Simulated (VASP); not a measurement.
# Hf (Im-3m) in VASP: a series of runs

One crystal, Hf, is run at these levels: r2SCAN; tasks: single point.

Everything below comes from runs of VASP 6.6.1. Logs are shortened: lines on timing, memory, paths and dates and some standing lists are left out, and cuts for length are marked.

**1. Starting point**

Symmetry: Im-3m, No. 229, cubic system. The conventional cell has a = 3.610 Å, b = 3.610 Å, c = 3.610 Å, α = 90.00°, β = 90.00°, γ = 90.00°. Hf (site symmetry m-3m) has 8 Hf at 3.13 Å as nearest neighbours.

This isn't the form of Hf at room conditions, which is hcp.

**2. Single point, r2SCAN**

The input, INCAR:

```
SYSTEM = Hf
ADDGRID = .False.
ALGO = Normal
EDIFF = 1E-7
ENCUT = 400
ISIF = 2
ISMEAR = 1
LASPH = .True.
LCHARG = .False.
LMIXTAU = .True.
LREAL = .False.
LWAVE = .False.
METAGGA = R2SCAN
NELM = 100
PREC = Accurate
SIGMA = 0.4
```

The input, KPOINTS:

```
k-points
0
Gamma
  13 13 13
  0 0 0
```

The input, POSCAR:

```
Hf
1.0
   -1.8050000000      1.8050000000      1.8050000000
    1.8050000000     -1.8050000000      1.8050000000
    1.8050000000      1.8050000000     -1.8050000000
Hf
1
Direct
    0.0000000000      0.0000000000      0.0000000000
```

Potentials or basis: VASP PAW PBE potentials, release 64 (Hf).

On the command line:

```bash
> cat potpaw_PBE.64/Hf/POTCAR > POTCAR
> mpirun -np 1 vasp_std > vasp.out
```

OUTCAR:

```text
SYSTEM = Hf
   EDIFF = 1E-7
   ENCUT = 400
   ISIF = 2
   ISMEAR = 1
   LASPH = .True.
   LREAL = .False.
   METAGGA = R2SCAN
   NELM = 100
   PREC = Accurate

 Found     84 irreducible k-points:

 Following reciprocal coordinates:
            Coordinates               Weight
  0.000000  0.000000  0.000000      1.000000
  0.076923  0.000000  0.000000     12.000000
  0.153846  0.000000  0.000000     12.000000
  0.230769  0.000000  0.000000     12.000000
  0.307692  0.000000  0.000000     12.000000
  0.384615  0.000000  0.000000     12.000000
   k-points           NKPTS =     84   k-points in BZ     NKDIM =     84   number of bands    NBANDS=      6
   number of dos      NEDOS =    301   number of ions     NIONS =      1
   total plane-waves  NPLWV =   8000
   dimension x,y,z NGX =    20 NGY =   20 NGZ =   20
   dimension x,y,z NGXF=    40 NGYF=   40 NGZF=   40
   ions per type =               1
   NGX,Y,Z   is equivalent  to a cutoff of  10.64, 10.64, 10.64 a.u.
   NGXF,Y,Z  is equivalent  to a cutoff of  21.27, 21.27, 21.27 a.u.
 SYSTEM =  Hf
   PREC   = accura    normal or accurate (medium, high low for compatibility)
   ISTART =      0    job   : 0-new  1-cont  2-samecut
   ICHARG =      2    charge: 1-file 2-atom 10-const
   ISPIN  =      1    spin polarized calculation?
   LNONCOLLINEAR =      F non collinear calculations
   LSORBIT =      F    spin-orbit coupling
   LASPH  =      T    aspherical Exc in radial PAW
   ENCUT  =  400.0 eV  29.40 Ry    5.42 a.u.   5.10  5.10  5.10*2*pi/ulx,y,z
   NELM   =    100;   NELMIN=  2; NELMDL= -5     # of ELM steps
   EDIFF  = 0.1E-06   stopping-criterion for ELM
   LREAL  =      F    real-space projection
[... 7 lines left out ...]
   TEBEG  =    0.0;   TEEND  =   0.0 temperature during run
   PSTRESS=    0.0 pullay stress
   NELECT =       4.0000    total number of electrons
   NUPDOWN=      -1.0000    fix difference up-down
   EMIN   =  10.00;   EMAX   =-10.00  energy-range for DOS
   EFERMI =   0.00;   METHOD = LEGACY
   ISMEAR =     1;   SIGMA  =   0.40  broadening in eV -4-tet -1-fermi 0-gaus
   EFERMI_NEDOS =   21; number of points for ismear=-14 and -15
   IALGO  =     38    algorithm
   IMIX   =      4    mixing-type and parameters
     AMIX     =   0.40;   BMIX     =  1.00
     AMIX_MAG =   1.60;   BMIX_MAG =  1.00
  volume/ion in A,a.u.               =      23.52       158.74
  Fermi-wavevector in a.u.,A,eV,Ry     =   0.906980  1.713943 11.192321  0.822612
  Thomas-Fermi vector in A             =   2.030732
   LORBIT       =      0    0 simple, 1 ext, 2 COOP (PROOUT), +10 PAW based schemes
   METAGGA = R2SCAN    functional components
   LHFCALC =     F    Hartree Fock is set to
   AEXX    =    0.0000 exact exchange contribution
   IVDW    =     0    specifies the selected vdW correction
   LEPSILON=     F    determine dielectric tensor
   LRPA    =     F    only Hartree local field effects (RPA)
 non-spin polarized calculation
 Methfessel and Paxton  Order N= 1 SIGMA  =   0.40
  energy-cutoff  :      400.00
  volume of cell :       23.52
 maximum number of plane-waves:       438
   NGX = 11   NGY = 11   NGZ = 11

 number of electron       4.0000000 magnetization

 Free energy of the ion-electron system (eV)
  ---------------------------------------------------
  ext. energy  EPLUGINS =         0.00000000
  ---------------------------------------------------
  free energy    TOTEN  =       -44.86963711 eV

  energy without entropy =      -44.85905409  energy(sigma->0) =      -44.86610944

 E-fermi :   4.4258     XC(G=0): -11.4426

 val. band max:        4.4181859987   @ k =   0.3077   0.0769   0.0769
 cond. band min:       4.4275294268   @ k =   0.1538   0.1538   0.0769
 fundamental gap:      0.0093434281
 Fermi energy:         4.4257772622

 k-point     1 :       0.0000    0.0000    0.0000
  band No.  band energies     occupation
      1      -2.7582      2.00000
      2       6.0959     -0.00000
      3       6.0959     -0.00000
      4       6.0959     -0.00000
      5       8.7467     -0.00000
      6       8.7467     -0.00000

 k-point     2 :       0.0769    0.0000    0.0000
  band No.  band energies     occupation
      1      -2.5470      2.00000
      2       5.9446     -0.00000
      3       6.0289     -0.00000
      4       6.3013     -0.00000
      5       8.5175     -0.00000
      6       8.7447     -0.00000

 k-point     3 :       0.1538    0.0000    0.0000
  band No.  band energies     occupation
      1      -1.9416      2.00000
      2       5.5583     -0.00046
      3       5.7251     -0.00004
      4       6.9067     -0.00000
      5       8.2006     -0.00000
      6       8.7631     -0.00000

 k-point     4 :       0.2308    0.0000    0.0000
  band No.  band energies     occupation
      1      -1.0360      2.00000
      2       5.0779     -0.04333
      3       5.1739     -0.02376
      4       7.8770     -0.00000
      5       8.2169     -0.00000
      6       8.8510     -0.00000

 k-point     5 :       0.3077    0.0000    0.0000
  band No.  band energies     occupation
      1      -0.0288      2.00000
      2       4.6287      0.25185
      3       4.7258      0.04767
      4       8.4537     -0.00000
      5       9.0368     -0.00000
      6       9.1385     -0.00000

 k-point     6 :       0.3846    0.0000    0.0000
  band No.  band energies     occupation
      1       0.7490      2.00000
      2       4.2924      1.53117
      3       4.7329      0.03729
      4       8.6374     -0.00000
      5       9.2895     -0.00000
      6      10.5291     -0.00000

 [... further k-points ...]
[... 5 lines left out ...]
  --------------------------------------------------------------------------------------
  -------------------------------------------------------------------------------------
  Total       -1.1256986     -1.1256986     -1.1256986      0.0000000      0.0000000      0.0000000
  in kB      -76.6727624    -76.6727624    -76.6727624      0.0000000      0.0000000      0.0000000
  external PRESSURE =     -76.6727624 kB  Pullay stress =       0.0000000 kB

 VOLUME and BASIS-vectors are now :
 -----------------------------------------------------------------------------
  energy-cutoff  :      400.00
  volume of cell :       23.52
      direct lattice vectors                 reciprocal lattice vectors
    -1.805000000  1.805000000  1.805000000     0.000000000  0.277008310  0.277008310
     1.805000000 -1.805000000  1.805000000     0.277008310  0.000000000  0.277008310
     1.805000000  1.805000000 -1.805000000     0.277008310  0.277008310  0.000000000

 POSITION                                       TOTAL-FORCE (eV/Angst)
 -----------------------------------------------------------------------------------
      0.00000      0.00000      0.00000         0.000000      0.000000      0.000000
 -----------------------------------------------------------------------------------
    total drift:                                0.000000      0.000000      0.000000

  FREE ENERGIE OF THE ION-ELECTRON SYSTEM (eV)
  ---------------------------------------------------
  free  energy   TOTEN  =       -44.8696371116 eV

  energy  without entropy=      -44.8590540924  energy(sigma->0) =      -44.86610944
```

OSZICAR:

```text
N       E                     dE             d eps       ncg     rms          rms(c)
DAV:   1    -0.385674067003E+02   -0.38567E+02   -0.13008E+03  1014   0.423E+02
DAV:   2    -0.444952705439E+02   -0.59279E+01   -0.57046E+01  1920   0.456E+01
[... 13 lines left out ...]
DAV:  16    -0.448696393849E+02   -0.14447E-04   -0.20324E-06  1092   0.139E-02    0.735E-03
DAV:  17    -0.448696366175E+02    0.27674E-05   -0.47505E-07  1242   0.492E-03    0.173E-03
DAV:  18    -0.448696379115E+02   -0.12940E-05   -0.36858E-08   552   0.187E-03    0.786E-04
DAV:  19    -0.448696370144E+02    0.89711E-06   -0.87113E-09   504   0.664E-04    0.608E-04
DAV:  20    -0.448696372110E+02   -0.19664E-06   -0.82099E-09   504   0.791E-04    0.594E-05
DAV:  21    -0.448696371116E+02    0.99397E-07   -0.13037E-09   504   0.228E-04
   1 F= -.44869637E+02 E0= -.44866109E+02  d E =-.105830E-01
```

Run time: 29 s. Hardware: 1 thread of Intel Xeon Platinum 8488C (Sapphire Rapids), shared host; peak memory 0.13 GiB.

The run converged, but some of its settings lie outside the range that counts as converged, so its numbers aren't taken as properties of the crystal.

Results:

```yaml
Free_energy: -44.8696 eV
Pressure: -7.7 GPa
Band_gap_on_the_k_mesh: none (metal or under the smearing width)
```

Caveat: the PAW data sets were made with another functional, which shifts forces and pressure a little.

**3. Single point, r2SCAN**

Changes to INCAR since step 2:

```diff
@@ -15,2 +15,2 @@
 PREC = Accurate
-SIGMA = 0.4
+SIGMA = 0.2
```

KPOINTS is that of step 2.

POSCAR is that of step 2.

Potentials or basis: VASP PAW PBE potentials, release 64 (Hf).

On the command line:

```bash
> cat potpaw_PBE.64/Hf/POTCAR > POTCAR
> mpirun -np 1 vasp_std > vasp.out
```

It took 36 s on 1 thread of Intel Xeon Platinum 8488C (Sapphire Rapids), shared host; peak memory 0.13 GiB.

The run converged, but some of its settings lie outside the range that counts as converged, so its numbers aren't taken as properties of the crystal.

What came out:

```
Free energy            : -44.8672 eV
Pressure               : -7.8 GPa
Band gap on the k mesh : none (metal or under the smearing width)
```

Caveat: the PAW data sets were made with another functional, which shifts forces and pressure a little.

**4. Single point, r2SCAN**

Changes to INCAR since step 3:

```diff
@@ -15,2 +15,2 @@
 PREC = Accurate
-SIGMA = 0.2
+SIGMA = 0.1
```

KPOINTS is that of step 3.

POSCAR is that of step 3.

On the command line:

```bash
> cat potpaw_PBE.64/Hf/POTCAR > POTCAR
> mpirun -np 1 vasp_std > vasp.out
```

Run time: 42 s. Hardware: 1 thread of Intel Xeon Platinum 8488C (Sapphire Rapids), shared host; peak memory 0.13 GiB.

The run converged, but some of its settings lie outside the range that counts as converged, so its numbers aren't taken as properties of the crystal.

Results:

| Quantity | Value |
| --- | --- |
| Free energy | -44.8663 eV |
| Pressure | -7.9 GPa |
| Band gap on the k mesh | none (metal or under the smearing width) |

Caveat: the PAW data sets were made with another functional, which shifts forces and pressure a little.

**5. Single point, r2SCAN**

Changes to INCAR since step 4:

```diff
@@ -15,2 +15,2 @@
 PREC = Accurate
-SIGMA = 0.1
+SIGMA = 0.05
```

KPOINTS is that of step 4.

POSCAR is that of step 4.

On the command line:

```bash
> cat potpaw_PBE.64/Hf/POTCAR > POTCAR
> mpirun -np 1 vasp_std > vasp.out
```

Wall time 41 s (1 thread of Intel Xeon Platinum 8488C (Sapphire Rapids), shared host); peak memory 0.12 GiB.

The run converged, but some of its settings lie outside the range that counts as converged, so its numbers aren't taken as properties of the crystal.

What came out:

```yaml
Free_energy: -44.8656 eV
Pressure: -7.9 GPa
Band_gap_on_the_k_mesh: none (metal or under the smearing width)
```

Caveat: the PAW data sets were made with another functional, which shifts forces and pressure a little.
